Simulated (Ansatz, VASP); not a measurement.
# Cross-check of Te2Mo between VASP and Ansatz, part 2 of 2

One calculation is typed for both programs; each brings its own data sets and cutoff. How far apart do they land?  Other levels of theory on this material are compared in a session of their own.

VASP 6.6.1 and Ansatz 0.2.0.

So far. Step 4 (Comparison): The forces differ by 31 meV/Å r.m.s., which is 19.7 % of the r.m.s. force of 0.15 eV/Å (both taken over all components). A gap on the mesh is an upper bound, since the band edges may lie between its points.

### 6. Ansatz: single point, r2SCAN

Level of this step: Ansatz beside VASP: Kohn-Sham DFT, plane waves, r2SCAN (Ansatz).

A single point gives forces, pressure and levels at one fixed geometry, so differences don't come from the geometry; what else differs is listed under the comparison.

input.yaml

```yaml
crystal:
  lattice:
    - [3.560232814, 0.0, 0.0]
    - [-1.780116407, 3.08325206, 0.0]
    - [0.0, 0.0, 18.5799740004]
  atoms:
    - { symbol: Te, position: [0.333333333, 0.666666667, 0.596339586] }
    - { symbol: Te, position: [0.333333333, 0.666666667, 0.403660414] }
    - { symbol: Mo, position: [0.0, 0.0, 0.5] }
hamiltonian:
  xc: r2scan
  pseudopotentials: { kind: paw }
kpoints:
  mp_grid: { grid: [9, 9, 1] }
scf:
  occupations: { method: gaussian, width: 0.05 }
  n_extra_bands: 4
efield:
  axis: 3
  dipole_correction: true
  ramp_width: 0.04
output:
  forces: true
  eigenvalues: true
```

The run is started by

```sh
$ ansatz run input.yaml --threads 2 --pin off --max-ram 4608MiB --backend cpu --events-out ev --progress --plain --runs-dir out
```

Numbers of over 12 decimals in the logs are rounded to 6 here.

Log:

```text
[...]
Crystal: 3 atoms, lattice volume = 203.954 Å³
Basis set: ecut = 500 eV, 5203 PW (Γ), exchange–correlation on 108×108×576 points (64 copies of the dense FFT grid, shifted against one another)
Bands: 27, of which v1, the nominal top of the filled ones, is band 23 counted from 1 (22 counted from 0)
Symmetry: 6 space group operations
[...]
k-point 0: bands = [... 19 lower, -0.4720, 0.2835, 0.2835, 0.8788, 4.4529, 4.4529, 4.7637, 4.7637]
  k-point 1: bands = [... 19 lower, -0.3904, 0.0573, 0.4360, 0.8437, 3.9122, 3.9667, 4.4064, 4.6055]
  k-point 2: bands = [... 19 lower, -0.4302, -0.0158, 0.2040, 0.6044, 3.0627, 3.6327, 3.6994, 4.8796]
  k-point 11: bands = [... 19 lower, -1.8399, -1.7742, -0.5502, 1.2922, 2.4164, 3.3706, 3.9401, 5.5681]
[key lines of the parts left out:]
SCF converged after 9 iterations
Free energy (F): -18958.091176 eV
Fermi energy:    1.854328 eV
Dipole field:    D = -0.000036 V/Å  (p = -0.000040 e·Å, saw-weighted, corrected)
Work function:   Φ+ = 4.4879 eV   Φ− = 4.4873 eV
```

It took 9.4 s on 2 threads of Arm Neoverse V1, shared host; peak memory 0.86 GiB.

### 7. VASP: single point, r2SCAN

The same cell, functional, mesh and smearing now go to VASP, with its own data sets and cutoff.

INCAR

```
SYSTEM = Te2Mo
PREC = Normal
ENCUT = 350
EDIFF = 1E-06
NELM = 120
ISMEAR = 0
SIGMA = 0.05
LREAL = .FALSE.
ALGO = Normal
METAGGA = R2SCAN
LASPH = .TRUE.
NBANDS = 15
LORBIT = 11
LWAVE = .FALSE.
LCHARG = .FALSE.
KPAR = 4
IDIPOL = 3
LDIPOL = .TRUE.
DIPOL = 0.5 0.5 0.5
LVHAR = .TRUE.
LVACPOTAV = .TRUE.
```

POSCAR

```
Te2Mo
1.0
    3.5602328140      0.0000000000      0.0000000000
   -1.7801164070      3.0832520600      0.0000000000
    0.0000000000      0.0000000000     18.5799740004
Te Mo
2 1
Direct
    0.3333333330      0.6666666670      0.5963395860
    0.3333333330      0.6666666670      0.4036604140
    0.0000000000      0.0000000000      0.5000000000
```

KPOINTS

```
Automatic mesh
0
Gamma
9 9 1
0 0 0
```

PAW data sets: Te and Mo (PBE family, release 64).

The run is started by

```sh
$ mpirun -np 4 vasp_std
```

Log:

```text
[banner, memory and clock lines left out]
running    4 mpi-ranks, on    1 nodes
[...]
[... a notice as in an earlier step ...]

 LDA part: xc-table for (None), standard interpolation
 POSCAR, INCAR and KPOINTS ok, starting setup
[...]
entering main loop
       N       E                     dE             d eps       ncg     rms          rms(c)
DAV:   1     0.296089213059E+02    0.29609E+02   -0.49813E+03   360   0.653E+02
DAV:   2    -0.729418570268E+02   -0.10255E+03   -0.98211E+02   621   0.141E+02
DAV:   3    -0.803421192838E+02   -0.74003E+01   -0.73216E+01   472   0.451E+01
DAV:   4    -0.804819713272E+02   -0.13985E+00   -0.13971E+00   478   0.785E+00
[...]
DAV:  19    -0.777900530522E+02   -0.16405E-04   -0.22956E-06   387   0.120E-02    0.910E-04
DAV:  20    -0.777900555154E+02   -0.24632E-05   -0.42321E-07   321   0.584E-03    0.695E-04
DAV:  21    -0.777900561271E+02   -0.61171E-06   -0.18333E-07   292   0.426E-03
 [... a notice as in an earlier step ...]

   1 F= -.77790056E+02 E0= -.77790056E+02  d E =-.363986E-12
```

Parts of OUTCAR (step 7):

```text
  Total       -0.1554069     -0.1554069     -0.1968535      0.0000000      0.0000000      0.0000000
  in kB       -1.2208109     -1.2208109     -1.5463977      0.0000000      0.0000000      0.0000000
  external PRESSURE =      -1.3293398 kB  Pullay stress =       0.0000000 kB

 POSITION                                       TOTAL-FORCE (eV/Angst)
 -----------------------------------------------------------------------------------
     -0.00000      2.05550     11.07997         0.000000      0.000000     -0.042388
     -0.00000      2.05550      7.50000         0.000000     -0.000000      0.042388
      0.00000      0.00000      9.28999        -0.000000      0.000000      0.000000
 -----------------------------------------------------------------------------------
    total drift:                               -0.000001      0.000001     -0.000000

  FREE ENERGIE OF THE ION-ELECTRON SYSTEM (eV)
  ---------------------------------------------------
  free  energy   TOTEN  =       -77.7900561271 eV

  energy  without entropy=      -77.7900561271  energy(sigma->0) =      -77.79005613

[... 2 parts as in an earlier step ...]

[... 1 further part left out ...]
[key lines of the parts left out:]
E-fermi :  -0.5199
```

### 8. Side by side

What differs besides the data sets and the points named for the pairs above, as far as they apply: VASP keeps PBE cores, Ansatz makes them for the functional; the cutoff is 500 eV in Ansatz and 350 eV in VASP (PREC = Normal). Total energies have different zeros and are not compared.

Both answers:

| quantity | Ansatz | VASP | difference |
| --- | --- | --- | --- |
| gap on the k mesh (eV) | 1.124 | 1.121 | +0.004 |

At this near-relaxed geometry the largest component of a force difference is 35 meV/Å. A gap on the mesh is an upper bound, since the band edges may lie between its points.

### 9. What the set-up changes

Further runs change the set-up of one program: Ansatz's method, potentials or start, or VASP's data sets, cutoff or form of LDA. The table gives Ansatz less VASP for each quantity, since a change that brings one quantity closer may part another.

| run | r.m.s. force difference (meV/Å) | gap on the k mesh (eV) |
| --- | --- | --- |
| as above | 17 | 0.0036 |
| cores kept as stored | 16 | 0.0032 |
| Ansatz's larger PAW set (cutoff 640 eV) | 18 | 0.0036 |
| norm-conserving potentials (cutoff 1230 eV) | 17 | 0.0028 |

### 10. Ansatz: single point, PBEsol, spin-orbit coupling

A single point gives forces, pressure and levels at one fixed geometry, so differences don't come from the geometry; what else differs is listed under the comparison.

input.yaml, the sections that differ from step 6:

```yaml
hamiltonian:
  xc: pbesol
  pseudopotentials: { kind: paw_fr }
magnetization:
  noncollinear: true
  spin_orbit: true
scf:
  occupations: { method: gaussian, width: 0.05 }
  n_extra_bands: 8
output:
  forces: true
  eigenvalues: true
  write_density: true
  write_potential: true
  elf: true
  volumetric_format: npy
# crystal, kpoints, efield: as in step 6
```

The run is started by

```sh
$ ansatz run input.yaml --threads 2 --pin off --max-ram 4608MiB --backend cpu --events-out ev --progress --plain --runs-dir out
```

Log:

```text
[...]
non-collinear run that drives no moment, with spin-orbit: no starting moment large enough to seed its density (crystal.atoms[].spin), no starting occupations that ask for one, no magnetisation constraint and no magnetic field, so the semilocal B_xc is pinned to zero
Crystal: 3 atoms, lattice volume = 203.954 Å³
[...]
k-point 1: bands = [... 42 lower, 0.5948, 0.5948, 0.9513, 0.9513, 3.7083, 3.7083, 3.7841, 3.7841, ... 4 higher]
  k-point 2: bands = [... 42 lower, 0.4257, 0.4257, 0.7103, 0.7103, 2.9613, 2.9613, 3.4625, 3.4625, ... 4 higher]
  k-point 11: bands = [... 42 lower, -0.3543, -0.3274, 1.2228, 1.4424, 2.3569, 2.3908, 3.2456, 3.3107, ... 4 higher]
[key lines of the parts left out:]
SCF converged after 11 iterations
Magnetization: |M| = 0.0000 μB,  M = (+0.0000, +0.0000, +0.0000) μB
Free energy (F): -18707.691647 eV
Fermi energy:    1.899655 eV
Dipole field:    D = 0.000049 V/Å  (p = 0.000055 e·Å, saw-weighted, corrected)
Work function:   Φ+ = 4.3936 eV   Φ− = 4.3945 eV
```

It took 27 s on 2 threads; peak memory 0.94 GiB.

### 11. VASP: single point, PBEsol, spin-orbit coupling

The same cell, functional, mesh and smearing now go to VASP, with its own data sets and cutoff.

Changes to INCAR since step 7:

```diff
@@ -9,5 +9,10 @@
 ALGO = Normal
-METAGGA = R2SCAN
+GGA = PS
+LNONCOLLINEAR = .TRUE.
+MAGMOM = 0 0 0 0 0 0 0 0 0
+NBANDS = 30
+GGA_COMPAT = .FALSE.
 LASPH = .TRUE.
-NBANDS = 15
+LSORBIT = .TRUE.
+LMAXMIX = 4
 LORBIT = 11
```

POSCAR is that of step 7.

KPOINTS is that of step 7.

The run is started by

```sh
$ mpirun -np 4 vasp_ncl
```

Log:

```text
[banner, memory and clock lines left out]
running    4 mpi-ranks, on    1 nodes
[...]
[... a notice as in an earlier step ...]

 LDA part: xc-table for (Slater+PW92), standard interpolation
 POSCAR, INCAR and KPOINTS ok, starting setup
[...]
entering main loop
       N       E                     dE             d eps       ncg     rms          rms(c)
DAV:   1     0.903796906757E+02    0.90380E+02   -0.47351E+03  1140   0.645E+02
DAV:   2    -0.103413780145E+02   -0.10072E+03   -0.95479E+02  1656   0.145E+02
DAV:   3    -0.202930373803E+02   -0.99517E+01   -0.97823E+01  1522   0.500E+01
DAV:   4    -0.206241817739E+02   -0.33114E+00   -0.33013E+00  1544   0.106E+01
[...]
DAV:  23    -0.198147356847E+02   -0.28882E-05   -0.88868E-08   900   0.102E-03    0.211E-04
DAV:  24    -0.198147370795E+02   -0.13947E-05   -0.47589E-08   934   0.643E-04    0.119E-04
DAV:  25    -0.198147375522E+02   -0.47273E-06   -0.23542E-08   780   0.433E-04
 [... a notice as in an earlier step ...]

   1 F= -.19814738E+02 E0= -.19814738E+02  d E =-.123990E-10  mag=    -0.0000    -0.0000    -0.0000
```

From OUTCAR (step 11):

```text
  Total       -1.7337632     -1.7337632     -0.7618928      0.0000000      0.0000000      0.0000000
  in kB      -13.6197088    -13.6197087     -5.9851070      0.0000000      0.0000000      0.0000000
  external PRESSURE =     -11.0748415 kB  Pullay stress =       0.0000000 kB

 POSITION                                       TOTAL-FORCE (eV/Angst)
 -----------------------------------------------------------------------------------
     -0.00000      2.05550     11.07997         0.000000     -0.000000     -0.198462
     -0.00000      2.05550      7.50000         0.000000     -0.000000      0.198462
      0.00000      0.00000      9.28999        -0.000000      0.000000      0.000000
 -----------------------------------------------------------------------------------
    total drift:                                0.000004     -0.000002      0.000000

  FREE ENERGIE OF THE ION-ELECTRON SYSTEM (eV)
  ---------------------------------------------------
  free  energy   TOTEN  =       -19.8147375522 eV

  energy  without entropy=      -19.8147375522  energy(sigma->0) =      -19.81473755

 magnetization (x)
# of ion       s       p       d       tot
------------------------------------------
    1       -0.000   0.000   0.000   0.000
    2        0.000  -0.000   0.000  -0.000
    3       -0.000  -0.000   0.000   0.000
--------------------------------------------------
tot         -0.000   0.000   0.000   0.000

 magnetization (y)
# of ion       s       p       d       tot
------------------------------------------
    1        0.000   0.000   0.000   0.000
    2        0.000   0.000   0.000   0.000
    3        0.000   0.000   0.000   0.000
--------------------------------------------------
tot          0.000   0.000   0.000   0.000

 magnetization (z)
# of ion       s       p       d       tot
------------------------------------------
    1        0.000   0.000  -0.000  -0.000
    2       -0.000   0.000  -0.000  -0.000
    3        0.000  -0.000   0.000   0.000
--------------------------------------------------
tot         -0.000   0.000   0.000   0.000

[... 1 part as in an earlier step ...]

[... 2 further parts left out ...]
[key lines of the parts left out:]
E-fermi :  -0.3897
```

### 12. Comparison

What differs besides the data sets and the points named for the pairs above, as far as they apply: spin-orbit coupling enters by fully relativistic files in Ansatz and inside the spheres in VASP; the data sets hold 46 valence electrons in Ansatz (fully relativistic PAW (standard-fr) files) and 18 in VASP. Total energies have different zeros and are not compared.

Both answers:

| quantity | Ansatz | VASP | difference |
| --- | --- | --- | --- |
| gap on the k mesh (eV) | 0.914 | 0.911 | +0.003 |

Forces (eV/Å; atoms numbered as in POSCAR):

| atom | Ansatz x, y, z | VASP x, y, z |
| --- | --- | --- |
| Te1 | 0.000, 0.000, -0.164 | 0.000, 0.000, -0.198 |
| Te2 | 0.000, 0.000, 0.164 | 0.000, 0.000, 0.198 |
| Mo3 | 0.000, 0.000, 0.000 | 0.000, 0.000, 0.000 |

The forces differ by 16 meV/Å r.m.s., which is 17.4 % of the r.m.s. force of 0.09 eV/Å (both taken over all components). A gap on the mesh is an upper bound, since the band edges may lie between its points.

### 13. Further runs

Further runs change the set-up of one program: Ansatz's method, potentials or start, or VASP's data sets, cutoff or form of LDA. The table gives Ansatz less VASP for each quantity, since a change that brings one quantity closer may part another.

| run | r.m.s. force difference (meV/Å) | gap on the k mesh (eV) |
| --- | --- | --- |
| as above | 16 | 0.0032 |
| cores kept as stored | 18 | 0.0035 |
| Ansatz's larger PAW set (cutoff 640 eV) | 16 | 0.0039 |
| norm-conserving potentials (cutoff 1088 eV) | 26 | 0.0032 |

### 14. Summary of results

```
r.m.s. force difference (single point, RPBE)                        : 31 meV/Å
r.m.s. force difference (single point, r2SCAN)                      : 17 meV/Å
r.m.s. force difference (single point, PBEsol, spin-orbit coupling) : 16 meV/Å
```

What this shows: The r.m.s. force difference is 31 meV/Å (single point, RPBE), beyond the 12 meV/Å picked in this series as the mark of a large difference. Single point, RPBE, norm-conserving potentials (cutoff 1120 eV): the difference in gap on the k mesh goes from 0.0050 to 0.0034 eV. For single point, r2SCAN, no further run moves any of the tabulated differences by more than a quarter of its size. Single point, PBEsol, spin-orbit coupling, norm-conserving potentials (cutoff 1088 eV): r.m.s. force difference goes from 16 to 26 meV/Å. 11 further runs of this series are not shown here. Such differences can come from data sets, numerical settings and the points named under the comparisons, not from the functional's error against experiment.

[Lines on the potential files, build, host, timing and source positions are cut from VASP's logs without a mark.]

[Logs are printed without paths, hosts, clocks, repeated set-up lines and the standing remarks that a program may print on its own settings, such as how far it seeks lower states.]

[Hosts, paths, dates, database ids (printed as entryN), source tags and the programs' standing remarks are cut or masked in the printed files.]
